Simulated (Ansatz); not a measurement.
# SnSe (Pnma) in Ansatz: further runs

Aim: see how the results for SnSe move with the level of theory and the settings. Levels: revPBE+D3(BJ), PBE. Tasks: single point, equation of state, band structure.

Program: Ansatz 0.2.0. These are calculated values, not measurements. Logs are shortened: lines on timing, memory, paths and dates and some standing lists are left out, and cuts for length are marked.

### Step 1. Starting point

The structure is orthorhombic, space group Pnma (No. 62). The conventional cell has a = 11.420 Å, b = 4.190 Å, c = 4.460 Å, α = 90.00°, β = 90.00°, γ = 90.00°. Sn (site symmetry m) is surrounded by 3 Se at 2.69 to 2.83 Å. Se (site symmetry m) has 3 Sn at 2.69 to 2.83 Å as nearest neighbours.

### Step 2. Single point, revPBE+D3(BJ), 25.08 Å³/atom (volume scaled by 0.94)

File input.yaml:

```yaml
crystal:
  lattice:
    - [11.1868733615, 0.0, 0.0]
    - [0.0, 4.1044657955, 0.0]
    - [0.0, 0.0, 4.3689540449]
  atoms:
    - { symbol: Sn, position: [0.877, 0.75, 0.909] }
    - { symbol: Sn, position: [0.623, 0.25, 0.409] }
    - { symbol: Sn, position: [0.377, 0.75, 0.591] }
    - { symbol: Sn, position: [0.123, 0.25, 0.091] }
    - { symbol: Se, position: [0.643, 0.75, 0.984] }
    - { symbol: Se, position: [0.857, 0.25, 0.484] }
    - { symbol: Se, position: [0.143, 0.75, 0.516] }
    - { symbol: Se, position: [0.357, 0.25, 0.016] }
hamiltonian:
  xc: revpbe
  pseudopotentials: { kind: paw }
  dispersion: d3bj
kpoints:
  mp_grid: { grid: [3, 6, 6] }
scf:
  occupations: { method: fermi_dirac, width: 0.05 }
output:
  forces: true
  stress: true
  eigenvalues: true
```

Potentials or basis: Ansatz PAW.

Started as:

```bash
ansatz run input.yaml --threads 2 --pin off --max-ram 5120MiB --backend cpu --events-out ev --progress --plain --runs-dir out
```

The program printed:

```text
Warning: RAYON_NUM_THREADS=2 ignored (pool sized by the plan → 2); use --threads N
Engine: ansatz 0.2.0, aarch64-unknown-linux-gnu
Pseudopotentials: kind: paw
Pseudopotential: Sn, paw, valence charge 14, recommended cutoff 420 eV (normal), Sn.paw.azcp
Pseudopotential: Se, paw, valence charge 16, recommended cutoff 420 eV (normal), Se.paw.azcp
Functional definition: revPBE
  parameter kappa = 1.245
  parameter beta = 0.06672455060314922
  exchange = pbe_x(kappa = kappa, mu = beta*pi^2/3)
  correlation = pbe_c(beta = beta)
Crystal: 8 atoms, lattice volume = 200.606 Å³
Basis set: ecut = 420 eV, 3891 PW (Γ), exchange–correlation on 150×60×60 points (8 copies of the dense FFT grid, shifted against one another)
Bands: 72, of which v1, the nominal top of the filled ones, is band 60 counted from 1 (59 counted from 0)
Symmetry: 8 space group operations
Space group: Pnma (ITA 62), of the structure as read, at distance tolerance 5.9e-5 Å
k-points: 32 of 108
Non-local potential: Sn, projectors of the file, l = 0: 2, l = 1: 2, l = 2: 2, l = 3: 2
Non-local potential: Se, projectors of the file, l = 0: 2, l = 1: 2, l = 2: 3, l = 3: 1
PAW form: soft (Blöchl's): semilocal exchange-correlation on the pseudo side does not see the compensation charge
PAW frozen core: Sn, regenerated for the run's functional, and the local potential with it (the file was generated under x = pbe(κ = 0.804, μ = 0.2195149727645171), c = pbe(β = 0.06672455060314922))
PAW frozen core: Se, regenerated for the run's functional, and the local potential with it (the file was generated under x = pbe(κ = 0.804, μ = 0.2195149727645171), c = pbe(β = 0.06672455060314922))
PAW one-centre angular grid: Sn, 590 points (default); XC on 64 Gauss nodes
PAW one-centre angular grid: Se, 590 points (default); XC on 64 Gauss nodes
Initial density: superposition of atomic densities (neutral atoms: chi_scale 0, normalization atom), corrected by the library's trained network
Initial wavefunctions: pseudopotential atomic-orbital guess
Functional: x = revpbe(κ = 1.245, μ = 0.2195149727645171), c = pbe(β = 0.06672455060314922)
SCF iter   1: F=—  HF=-46023.452467 eV  |F-HF|=—  |Δ(HF+E_count)|=         —  Δρ=2.32e-3  dr2=7.17e-3  ethr=1.77e-3  ⟨swp⟩=6.7  Hψ=8770  notcnv=0  defer=19
preconditioner: auto → Resta (q_TF=auto, 2.504 Å⁻¹)  ε∞=2.9  [insulator: Δε(μ)=0.561 eV  Ē_g=17.032 eV  σ=0.050 eV  W_gap=0.99  n_scr=56 (ndim 8)  ℏωp=23.4 eV  f_vac=0.000  D(μ)=0.01/eV (n_scr^D=0)  ε∞_Penn≈2.9]
SCF iter   2: F=—  HF=-46023.449135 eV  |F-HF|=—  |Δ(HF+E_count)|=   3.33e-3  Δρ=1.05e-3  dr2=1.81e-3  ethr=5.98e-6  ⟨swp⟩=2.0  Hψ=4566  notcnv=0  defer=75
SCF iter   3: F=—  HF=-46023.449539 eV  |F-HF|=—  |Δ(HF+E_count)|=   4.04e-4  Δρ=4.48e-4  dr2=3.46e-4  ethr=1.51e-6  ⟨swp⟩=2.0  Hψ=2672  notcnv=0  defer=21
automatic band count: iteration 3 solves 70 bands in place of 72: the levels show a gap, and the empty bands left out lie too high to hold charge; the band table lists the bands solved (type scf.n_extra_bands for more)
SCF iter   4: F=—  HF=-46023.449654 eV  |F-HF|=—  |Δ(HF+E_count)|=   1.15e-4  Δρ=7.16e-5  dr2=9.32e-6  ethr=2.88e-7  ⟨swp⟩=2.0  Hψ=2800  notcnv=0  defer=21
SCF iter   5: F=—  HF=-46023.449719 eV  |F-HF|=—  |Δ(HF+E_count)|=   6.53e-5  Δρ=2.51e-5  dr2=1.30e-6  ethr=7.77e-9  ⟨swp⟩=2.0  Hψ=4082  notcnv=0  defer=21
SCF iter   6: F=—  HF=-46023.449720 eV  |F-HF|=—  |Δ(HF+E_count)|=   6.15e-7  Δρ=7.66e-6  dr2=1.05e-7  ethr=1.08e-9  ⟨swp⟩=2.0  Hψ=4080  notcnv=0  defer=21
SCF iter   7: F=-46023.449720 eV  HF=-46023.449720 eV  |F-HF|=1.79e-9  |Δ(HF+E_count)|=   1.17e-7  Δρ=1.45e-6  dr2=4.61e-9  ethr=8.33e-11  ⟨swp⟩=8.2  Hψ=9428  notcnv=0
SCF 1 converged in 7 iterations: F = -46023.449720 eV  dr2 = 4.61e-9
SCF converged after 7 iterations
Free energy (F): -46023.449720 eV
Harris-Foulkes:  -46023.449720 eV  (|F-HF|=1.79e-9)
Internal energy: -46023.449619 eV  (E = F + TS)
E sigma→0 (E₀):  -46023.449670 eV
Entropy (-TS):   -0.000101 eV (-0.013 meV/atom)
Fermi energy:    10.430037 eV
--- Per-component energies (eV) ---
  E_band       = -1771.846985
  E_kinetic    = 1223.276763
  E_local      = -12862.195062  (includes V_loc(G=0)·N_el)
  E_nonlocal   = -2520.596435
  E_hartree    = 6846.082549
  E_xc         = -1955.583217
  E_vxc        = -781.860155  (∫ρ·V_xc dr)
  E_paw        = -24218.921904  (= ΣΔE_a)
  E_vpaw       = -522.631777  (= ΣTr[D̂ρ^β])
  E_aug_tail   = -0.002375  (compensation charges beyond the density's cutoff)
  E_ewald      = -12528.924919
  E_disp       = -5.871372  (pairwise vdW)
  E_core_change = -0.713648  (= ΣΔE_core)
  E_smearing   = -0.000101  (= −TS)
  E_closure    = -0.000000  (closes the sum)
  Σ components = -46023.449720   (vs F -46023.449720, Δ=0.00e0)
--- Forces (eV/Å), atoms counted from 1 ---
  atom   1  Sn     0.73606971     0.00000000     0.17884041
  atom   2  Sn    -0.73606971     0.00000000     0.17884041
  atom   3  Sn     0.73606971     0.00000000    -0.17884041
  atom   4  Sn    -0.73606971     0.00000000    -0.17884041
  atom   5  Se    -0.54407953     0.00000000    -0.13421392
  atom   6  Se     0.54407953     0.00000000    -0.13421392
  atom   7  Se    -0.54407953     0.00000000     0.13421392
  atom   8  Se     0.54407953     0.00000000     0.13421392
  max |Σ_I F_I| component: 0.00e0 eV/Å
--- Stress (GPa, compression-positive) ---
        5.431846       0.000000       0.000000
        0.000000       1.940269       0.000000
        0.000000       0.000000       1.711161
  P = ⅓ Tr σ = 3.0278 GPa (30.278 kbar)
--- Band table (eV; the first three rows and the last of 32) ---
  k-point 0: bands = ["-37.4722", "-37.4721", "-37.4721", "-37.4720", "-37.4712", "-37.4711", "-37.4710", "-37.4709", "-37.4562", "-37.4560", "-37.4560", "-37.4558", "-37.4496", "-37.4495", "-37.4494", "-37.4493", "-37.4451", "-37.4450", "-37.4448", "-37.4447", "-11.3803", "-11.3593", "-11.3566", "-11.3539", "-11.3503", "-11.3476", "-11.3472", "-11.3470", "-11.3404", "-11.3372", "-11.3311", "-11.3182", "-11.3164", "-11.3153", "-11.2948", "-11.2889", "-11.2800", "-11.2753", "-11.2738", "-11.2602", "-4.2052", "-3.8356", "-2.9639", "-2.3976", "2.6862", "3.8052", "4.5040", "4.9622", "5.0069", "6.2851", "6.3642", "6.4077", "6.8864", "6.9867", "7.6164", "8.0539", "8.3586", "8.8727", "9.2384", "9.4971", "10.8396", "13.0183", "13.0477", "13.1528", "13.4812", "13.5870", "14.4575", "14.8210", "14.8380", "14.9586"]
  k-point 1: bands = ["-37.4722", "-37.4721", "-37.4721", "-37.4720", "-37.4712", "-37.4711", "-37.4710", "-37.4709", "-37.4562", "-37.4560", "-37.4560", "-37.4558", "-37.4496", "-37.4495", "-37.4494", "-37.4493", "-37.4450", "-37.4450", "-37.4448", "-37.4447", "-11.3778", "-11.3580", "-11.3572", "-11.3555", "-11.3500", "-11.3495", "-11.3479", "-11.3437", "-11.3421", "-11.3331", "-11.3298", "-11.3187", "-11.3168", "-11.3150", "-11.2949", "-11.2879", "-11.2816", "-11.2766", "-11.2727", "-11.2610", "-4.0747", "-3.7138", "-2.9494", "-2.4358", "2.2383", "3.4862", "3.8919", "4.5409", "4.8195", "6.4876", "6.5566", "7.0531", "7.0640", "7.7368", "7.7392", "8.3401", "8.4246", "8.9719", "9.4137", "9.4886", "10.9441", "12.2304", "12.7817", "12.9839", "13.1648", "13.4154", "14.0805", "14.1031", "14.6799", "14.9177"]
  k-point 2: bands = ["-37.4722", "-37.4721", "-37.4721", "-37.4720", "-37.4711", "-37.4711", "-37.4710", "-37.4710", "-37.4561", "-37.4560", "-37.4559", "-37.4558", "-37.4496", "-37.4495", "-37.4494", "-37.4493", "-37.4450", "-37.4449", "-37.4448", "-37.4448", "-11.3717", "-11.3596", "-11.3584", "-11.3554", "-11.3548", "-11.3494", "-11.3489", "-11.3459", "-11.3344", "-11.3268", "-11.3244", "-11.3205", "-11.3197", "-11.3143", "-11.2937", "-11.2855", "-11.2855", "-11.2794", "-11.2700", "-11.2633", "-3.7224", "-3.3828", "-3.0035", "-2.6042", "1.6864", "2.6085", "3.0555", "3.7479", "5.2960", "6.7479", "7.0832", "7.5435", "7.9403", "7.9450", "8.1161", "8.4539", "8.7302", "9.3578", "9.6938", "10.1507", "11.0556", "11.5404", "11.5792", "11.7174", "12.6288", "12.6413", "13.1389", "13.2082", "14.0877", "14.1265"]
  k-point 31: bands = ["-37.4722", "-37.4722", "-37.4722", "-37.4722", "-37.4709", "-37.4709", "-37.4709", "-37.4709", "-37.4560", "-37.4560", "-37.4560", "-37.4560", "-37.4495", "-37.4495", "-37.4495", "-37.4495", "-37.4448", "-37.4448", "-37.4448", "-37.4448", "-11.3839", "-11.3839", "-11.3792", "-11.3792", "-11.3383", "-11.3383", "-11.3353", "-11.3353", "-11.3271", "-11.3271", "-11.3251", "-11.3251", "-11.3035", "-11.3035", "-11.2958", "-11.2958", "-11.2749", "-11.2749", "-11.2698", "-11.2698", "-2.6983", "-2.6983", "-2.6937", "-2.6937", "3.1345", "3.1345", "3.2058", "3.2058", "4.8567", "4.8567", "5.2000", "5.2000", "5.8844", "5.8844", "6.2335", "6.2335", "8.1492", "8.1492", "8.5441", "8.5441", "12.7134", "12.7134", "12.9189", "12.9189", "15.0356", "15.0356", "15.0426", "15.0426", "16.5066", "16.5066"]
```

It took 17 s on 2 threads of Arm Neoverse V1, shared host; peak memory 0.7 GiB.

What came out:

* Free energy: -46023.4497 eV
* Pressure: 3.0 GPa
* Largest force: 0.757 eV/Å
* Band gap on the k mesh: 0.56 eV, indirect (least direct gap 0.75 eV)

Caveat: odd divisions of the mesh miss points on the zone boundary, where band edges often lie, so the gap on the mesh can be too wide; spin-orbit coupling is left out, which moves the levels of the heavy elements; the PAW data sets come from PBE, with cores solved anew for the run's functional, which leaves a small shift of forces and pressure.

### Step 3. Single point, revPBE+D3(BJ), 25.61 Å³/atom (volume scaled by 0.96)

input.yaml, as its differences from that of step 2:

```diff
@@ -2,5 +2,5 @@
   lattice:
-    - [11.1868733615, 0.0, 0.0]
-    - [0.0, 4.1044657955, 0.0]
-    - [0.0, 0.0, 4.3689540449]
+    - [11.2656567555, 0.0, 0.0]
+    - [0.0, 4.1333714366, 0.0]
+    - [0.0, 0.0, 4.3997223406]
   atoms:
```

Potentials or basis: Ansatz PAW.

Started as:

```bash
ansatz run input.yaml --threads 2 --pin off --max-ram 5120MiB --backend cpu --events-out ev --progress --plain --runs-dir out
```

It took 18 s on 2 threads of Arm Neoverse V1, shared host; peak memory 0.69 GiB.

It converged, with:

```
Free energy            : -46023.5123 eV
Pressure               : 1.7 GPa
Largest force          : 0.607 eV/Å
Band gap on the k mesh : 0.56 eV, indirect (least direct gap 0.74 eV)
```

Caveat: odd divisions of the mesh miss points on the zone boundary, where band edges often lie, so the gap on the mesh can be too wide; spin-orbit coupling is left out, which moves the levels of the heavy elements; the PAW data sets come from PBE, with cores solved anew for the run's functional, which leaves a small shift of forces and pressure.

(Part 1 of 2 ends here.)
